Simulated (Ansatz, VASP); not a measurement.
**AlN: VASP beside Ansatz**

File INCAR:

```
SYSTEM = AlN
PREC = Accurate
ENCUT = 520
EDIFF = 1E-7
ISMEAR = -1
SIGMA = 0.05
LREAL = .False.
LASPH = .True.
NELM = 100
ALGO = Normal
ISIF = 2
LWAVE = .False.
LCHARG = .False.
GGA = PE
NBANDS = 11
```

The input KPOINTS:

```
regular mesh
0
Gamma
  11 11 11
  0 0 0
```

Contents of POSCAR:

```
AlN
1.0
    0.0000000000      1.9929855707      1.9929855707
    1.9929855707      0.0000000000      1.9929855707
    1.9929855707      1.9929855707      0.0000000000
Al N
1 1
Direct
    0.5000000000      0.5000000000      0.5000000000
    0.0000000000      0.0000000000      0.0000000000
```

The input input.yaml:

```yaml
crystal:
  lattice:
    - [0.0, 1.9929855707, 1.9929855707]
    - [1.9929855707, 0.0, 1.9929855707]
    - [1.9929855707, 1.9929855707, 0.0]
  atoms:
    - { symbol: Al, position: [0.5, 0.5, 0.5] }
    - { symbol: "N", position: [0.0, 0.0, 0.0] }
hamiltonian:
  xc: pbe
  pseudopotentials: { kind: paw }
kpoints:
  mp_grid: { grid: [11, 11, 11] }
scf:
  occupations: { method: fermi_dirac, width: 0.05 }
output:
  forces: true
  stress: true
  eigenvalues: true
```

Change from the starting cell: volume scaled by 0.94.

Alike in both runs: task single point; functional PBE; k mesh 11 × 11 × 11; occupations fermi-dirac, width 0.05 eV; no spin polarisation.

|  | VASP | Ansatz |
| --- | --- | --- |
| version | VASP 6.6.1 | Ansatz 0.2.0 |
| potentials or method | VASP PAW PBE potentials, release 64 (Al, N) | Ansatz PAW |
| plane-wave cutoff (eV) | 520 | 420 |
| valence electrons in the cell | 8 | 8 |

Ansatz gave:

| Property | Result |
| --- | --- |
| gap on the k mesh at the Fermi level (eV) | 5.18 |
| least direct gap on the mesh (eV) | 6.30 |
| pressure (GPa) | 18.0 |

Task: What did VASP give for the same quantities?

Result: gap on the k mesh at the Fermi level (eV): 5.16; least direct gap on the mesh (eV): 6.31; pressure (GPa): 17.7.

Caveats: an odd mesh through Γ misses points on the zone boundary, where band edges often lie (VASP); odd divisions of the mesh miss points on the zone boundary, where band edges often lie, so the gap on the mesh can be too wide (Ansatz); the pressure holds a Pulay correction of +0.6 GPa for the finite cutoff (Ansatz).
